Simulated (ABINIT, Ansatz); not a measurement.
Planning a run of ABINIT 10.8.3 on TePb (Fm-3m). The input:

```
acell 3*1.0 Angstrom
rprim 
  -0.000000000000 3.231000000000 3.231000000000
  3.231000000000 0.000000000000 3.231000000000
  3.231000000000 3.231000000000 0.000000000000
ntypat 2
znucl 52 82
natom 2
typat 1 2
xred 
  0.500000000000 0.500000000000 0.500000000000
  0.000000000000 0.000000000000 0.000000000000
pp_dirpath "pseudos"
pseudos "Te.upf, Pb.upf"
ecut 39
ngkpt 4 4 4
nshiftk 1
shiftk 0 0 0
kptopt 1
chksymbreak 0
irdden 1
istwfk *1
nband 213
prtvol 0
optdriver 6
gwr_task "HDIAGO"
paral_kgb 0
occopt 1
indata_prefix "in"
outdata_prefix "out"
tmpdata_prefix "tmp"
```

```sh
OMP_NUM_THREADS=1 mpirun -n 8 abinit run.abi > log
```

Question: How long will it take on 8 MPI ranks of Intel Xeon Platinum 8488C (Sapphire Rapids), shared host, and how much memory?

It took 85 s; on shared hardware allow 42 s to 2.8 min. Peak host memory was 12 GiB.

[Paths, hosts, dates, memory and timing lines, banners, echoed tables and standing remarks are left out of the program output.]

[Logs are printed without paths, hosts, clocks, repeated set-up lines and the standing remarks that a program may print on its own settings, such as how far it seeks lower states.]

[Runs of the session that timed out or met a known fault of the program may be left out.]

[Hosts, paths, dates, database ids (printed as entryN), source tags and the programs' standing remarks are cut or masked in the printed files.]

[G0W0 gaps are taken among the corrected bands and points alone; a level outside them can change the order at an edge.]

[Where Ansatz stands beside ABINIT at settings called matched, ABINIT's density can come from a denser mesh and the files from another edition; pairs whose starting gaps differed by over 0.03 eV were left out, so agreement reads better than it is.]
